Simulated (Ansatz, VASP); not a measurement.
Ge: VASP beside Ansatz

```xyz
2
Lattice="0.0000 2.8289 2.8289 2.8289 0.0000 2.8289 2.8289 2.8289 0.0000" Properties=species:S:1:pos:R:3 pbc="T T T"
Ge    4.2434    4.2434    4.2434
Ge    2.8289    2.8289    2.8289
```

Alike in both runs: task single point; functional PBE; k mesh 8 × 8 × 8; occupations gaussian, width 0.02 eV; no spin polarisation.

|  | VASP | Ansatz |
| --- | --- | --- |
| version | VASP 6.6.1 | Ansatz 0.2.0 |
| potentials or method | VASP PAW PBE potentials, release 64 (Ge_d) | Ansatz PAW |
| plane-wave cutoff (eV) | 520 | 420 |
| valence electrons in the cell | 28 | 28 |

```tsv
	VASP	Ansatz	Ansatz less VASP
gap on the k mesh at the Fermi level (eV)	0.03	0.03	-0.005
least direct gap on the mesh (eV)	0.03	0.03	-0.005
pressure (GPa)	3.5	3.6	+0.09
```

With one functional, cell and mesh, what is left measures potentials, basis and numerics.

A k mesh can miss the band edges. A hybrid or GW would open this gap; PBE tends to underestimate it.
